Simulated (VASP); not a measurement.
# VASP 6.6.1 run: PbS

INCAR

```
ISIF = 2
ENCUT = 520
LCHARG = .FALSE.
GGA = PE
NBANDS = 17
LASPH = .FALSE.
ISMEAR = -1
NELM = 95
NSW = 0
LWAVE = .FALSE.
SIGMA = 0.02
EDIFF = 0.001
LREAL = .FALSE.
PREC = Accurate
IBRION = -1
```

KPOINTS

```
KPOINTS created by Atomic Simulation Environment
0
Gamma
8 8 8
0 0 0
```

POSCAR

```
Pb S
 1.0000000000000000
    -0.0817264545000000    2.9652508752000002    2.9652508752000002
     2.9652508752000002   -0.0817264545000000    2.9652508752000002
     2.9652508752000002    2.9652508752000002   -0.0817264545000000
 Pb  S
   1   1
Cartesian
  0.0000000000000000  0.0000000000000000  0.0000000000000000
  2.9243876479500011  2.9243876479500006  2.9243876479500006
```

The recommended PBE PAW datasets give the neutral cell 20 valence electrons.

Command

```
mpirun -np 1 vasp_std
```

OSZICAR

```
N       E                     dE             d eps       ncg     rms          rms(c)
DAV:   1     0.161514687275E+03    0.16151E+03   -0.96259E+03  2210   0.122E+03
DAV:   2     0.319331763846E+01   -0.15832E+03   -0.15232E+03  2356   0.311E+02
DAV:   3    -0.898046667464E+01   -0.12174E+02   -0.12031E+02  2916   0.921E+01
DAV:   4    -0.927368868437E+01   -0.29322E+00   -0.29293E+00  2853   0.159E+01
DAV:   5    -0.928459544666E+01   -0.10907E-01   -0.10905E-01  3205   0.295E+00    0.436E+00
DAV:   6    -0.875770804591E+01    0.52689E+00   -0.15436E+00  3442   0.804E+00    0.306E+00
DAV:   7    -0.875915818356E+01   -0.14501E-02   -0.14554E-01  2547   0.188E+00    0.180E+00
DAV:   8    -0.876293125589E+01   -0.37731E-02   -0.17774E-02  2561   0.139E+00    0.336E-01
DAV:   9    -0.876229231673E+01    0.63894E-03   -0.38849E-03  2581   0.525E-01
   1 F= -.87622923E+01 E0= -.87622904E+01  d E =-.383512E-05
```

Standard output (part)

```
POSCAR found type information on POSCAR PbS
 POSCAR found :  2 types and       2 ions
 LDA part: xc-table for (Slater+PW92), standard interpolation
 POSCAR, INCAR and KPOINTS ok, starting setup
 WAVECAR not read
 entering main loop
```

From OUTCAR

```
k-points           NKPTS =     65   k-points in BZ     NKDIM =     65   number of bands    NBANDS=     17

   NELECT =      20.0000    total number of electrons

   dimension x,y,z NGX =    32 NGY =   32 NGZ =   32
   dimension x,y,z NGXF=    64 NGYF=   64 NGZF=   64

  energy-cutoff  :      520.00
  volume of cell :       54.30
      direct lattice vectors                 reciprocal lattice vectors
    -0.081726455  2.965250875  2.965250875    -0.161804082  0.166390024  0.166390024
     2.965250875 -0.081726455  2.965250875     0.166390024 -0.161804082  0.166390024
     2.965250875  2.965250875 -0.081726455     0.166390024  0.166390024 -0.161804082

 k-points in reciprocal lattice and weights: KPOINTS created by Atomic Simulation Env
   0.00000000  0.00000000  0.00000000       0.002
   0.12500000  0.00000000  0.00000000       0.012
   0.25000000  0.00000000  0.00000000       0.012
   0.37500000  0.00000000  0.00000000       0.012
   0.50000000  0.00000000  0.00000000       0.006
   0.12500000  0.12500000  0.00000000       0.012
   0.25000000  0.12500000  0.00000000       0.023
   0.37500000  0.12500000 -0.00000000       0.023
   ...

 E-fermi :   5.4465

 k-point     1 :       0.0000    0.0000    0.0000
  band No.  band energies     occupation
      1     -11.4752      2.00000
      2     -11.4751      2.00000
      3     -11.4751      2.00000
      4     -11.4502      2.00000
      5     -11.4502      2.00000
      6      -7.9349      2.00000
      7      -0.8212      2.00000
      8       3.2414      2.00000
      9       3.2414      2.00000
     10       3.5199      2.00000
     11      10.3653      0.00000
     12      10.4110      0.00000
     13      10.4110      0.00000
     14      11.9610      0.00000
     15      11.9610      0.00000
     16      12.5068      0.00000
     17      14.0805      0.00000

 k-point     2 :       0.1250    0.0000    0.0000
  band No.  band energies     occupation
      1     -11.4758      2.00000
      2     -11.4753      2.00000
      3     -11.4697      2.00000
      4     -11.4519      2.00000
      5     -11.4485      2.00000
      6      -7.8118      2.00000
      7      -1.2224      2.00000
      8       3.2894      2.00000
      9       3.4834      2.00000
     10       3.6088      2.00000
     11       9.2440      0.00000
     12       9.6971      0.00000
     13       9.7221      0.00000
     14      12.0479      0.00000
     15      12.2971      0.00000
     16      12.7871      0.00000
     17      15.1305      0.00000

 k-point     3 :       0.2500    0.0000    0.0000
  band No.  band energies     occupation
      1     -11.4814      2.00000
      2     -11.4770      2.00000
      3     -11.4614      2.00000
      4     -11.4503      2.00000
      5     -11.4405      2.00000
      6      -7.4715      2.00000
      7      -2.1029      2.00000
      8       3.4230      2.00000
      9       3.6087      2.00000
     10       4.1875      2.00000
     11       7.6922      0.00000
     12       8.5539      0.00000
     13       8.6494      0.00000
     14      12.2335      0.00000
     15      13.0893      0.00000
     16      13.6204      0.00000
     17      16.9247      0.00000

 ...

  Total        0.0493335      0.0493335      0.0493335      0.1766921      0.1766921      0.1766921
  in kB        1.4556252      1.4556252      1.4556252      5.2134395      5.2134395      5.2134395
  external PRESSURE =       1.4556252 kB  Pullay stress =       0.0000000 kB

 POSITION                                       TOTAL-FORCE (eV/Angst)
 -----------------------------------------------------------------------------------
      0.00000      0.00000      0.00000        -0.000000      0.000000      0.000000
      2.92439      2.92439      2.92439         0.000000     -0.000000     -0.000000
 -----------------------------------------------------------------------------------
    total drift:                                0.000000     -0.000000     -0.000000

  FREE ENERGIE OF THE ION-ELECTRON SYSTEM (eV)
  ---------------------------------------------------
  free  energy   TOTEN  =        -8.7622923167 eV

  energy  without entropy=       -8.7622884816  energy(sigma->0) =       -8.76229040
```

It converged. Results: gap between bands v and c on the k mesh 0.25 eV; least direct gap on the k mesh 0.45 eV; pressure 0.1 GPa. Band v is the last that the valence electrons fill when counted band by band, and c is the next.

For comparison, a separate PBE run of the intended cell, on usual settings and not on those above, gives a gap of 0.26 eV on its mesh and a pressure of -0.2 GPa.

The run above took about 29 s on one core of a shared host (Intel Xeon Platinum 8488C) and held 0.2 GiB at most.
